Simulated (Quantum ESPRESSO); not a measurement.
Here is a Quantum ESPRESSO 7.5 calculation.

File pw.in:

```
&CONTROL
  calculation = 'scf'
  prefix = 'pwscf'
  outdir = './tmp'
  pseudo_dir = './pseudo'
  tprnfor = .true.
  tstress = .true.
  disk_io = 'low'
/
&SYSTEM
  ibrav = 0
  nat = 5
  ntyp = 3
  ecutwfc = 58
  nbnd = 31
  occupations = 'smearing'
  smearing = 'fd'
  degauss = 0.00367493
/
&ELECTRONS
  conv_thr = 1d-09
  electron_maxstep = 120
  mixing_beta = 0.5
/
ATOMIC_SPECIES
Pb   207.2000 Pb.upf
Cs   132.9055 Cs.upf
Cl    35.4500 Cl.upf
CELL_PARAMETERS angstrom
   5.6050000000    0.0000000000    0.0000000000
   0.0000000000    5.6050000000    0.0000000000
   0.0000000000    0.0000000000    5.6050000000
ATOMIC_POSITIONS angstrom
Pb     2.8025000000    2.8025000000    2.8025000000
Cs     0.0000000000    0.0000000000    0.0000000000
Cl     2.8025000000    0.0000000000    2.8025000000
Cl     0.0000000000    2.8025000000    2.8025000000
Cl     2.8025000000    2.8025000000    0.0000000000
K_POINTS automatic
6 6 6 1 1 1
```

Contents of scf2.in:

```
&CONTROL
  calculation = 'scf'
  prefix = 'pwscf'
  outdir = './tmp'
  pseudo_dir = './pseudo'
  tprnfor = .true.
  tstress = .true.
  disk_io = 'low'
/
&SYSTEM
  ibrav = 0
  nat = 5
  ntyp = 3
  ecutwfc = 58
  nbnd = 31
  occupations = 'fixed'
/
&ELECTRONS
  conv_thr = 1d-13
  electron_maxstep = 120
  mixing_beta = 0.5
  startingpot = 'file'
  startingwfc = 'file'
/
ATOMIC_SPECIES
Pb   207.2000 Pb.upf
Cs   132.9055 Cs.upf
Cl    35.4500 Cl.upf
CELL_PARAMETERS angstrom
   5.6050000000    0.0000000000    0.0000000000
   0.0000000000    5.6050000000    0.0000000000
   0.0000000000    0.0000000000    5.6050000000
ATOMIC_POSITIONS angstrom
Pb     2.8025000000    2.8025000000    2.8025000000
Cs     0.0000000000    0.0000000000    0.0000000000
Cl     2.8025000000    0.0000000000    2.8025000000
Cl     0.0000000000    2.8025000000    2.8025000000
Cl     2.8025000000    2.8025000000    0.0000000000
K_POINTS automatic
6 6 6 1 1 1
```

Contents of ph.in:

```
dielectric of CsPbCl3
&INPUTPH
  prefix = 'pwscf'
  outdir = './tmp'
  tr2_ph = 1d-18
  fildyn = 'dyn'
  niter_ph = 90
  alpha_mix(1) = 0.7
  epsil = .true.
  trans = .false.
  zeu = .true.
/
0.0000000000 0.0000000000 0.0000000000
```

Potentials or basis: PseudoDojo 0.4.1 SR PBEsol standard.

Launch:

```console
$ OMP_NUM_THREADS=1 pw.x -in pw.in > pw.out
$ OMP_NUM_THREADS=1 pw.x -in scf2.in > scf2.out
$ OMP_NUM_THREADS=1 ph.x -in ph.in > ph.out
```

Question: Estimate the electronic dielectric tensor (diagonal).

Answer: 3.91.

Question: What does it give for the Born charges (mean of the diagonal)?

Answer: Pb +3.94; Cs +1.33; Cl -1.73 e.

Question: Predict the pressure.

Answer: 0.2 GPa.

Born effective charge tensors (e):
atom 1, Pb
```
3.94 0.00 0.00
0.00 3.94 0.00
0.00 0.00 3.94
```
atom 2, Cs
```
1.33 0.00 0.00
0.00 1.33 0.00
0.00 0.00 1.33
```
atom 3, Cl
```
-0.74  0.00  0.00
 0.00 -3.69  0.00
 0.00  0.00 -0.74
```
atom 4, Cl
```
-3.69  0.00  0.00
 0.00 -0.74  0.00
 0.00  0.00 -0.74
```
atom 5, Cl
```
-0.74  0.00  0.00
 0.00 -0.74  0.00
 0.00  0.00 -3.69
```

Caveat: the mesh is thin for the dielectric tensor, Born charges and intensities, which usually come out too large; the Born charges break their sum rule by 0.09 e, a sign of too thin a mesh. The run has no spin-orbit coupling, so splittings on Cs, Pb are missing.
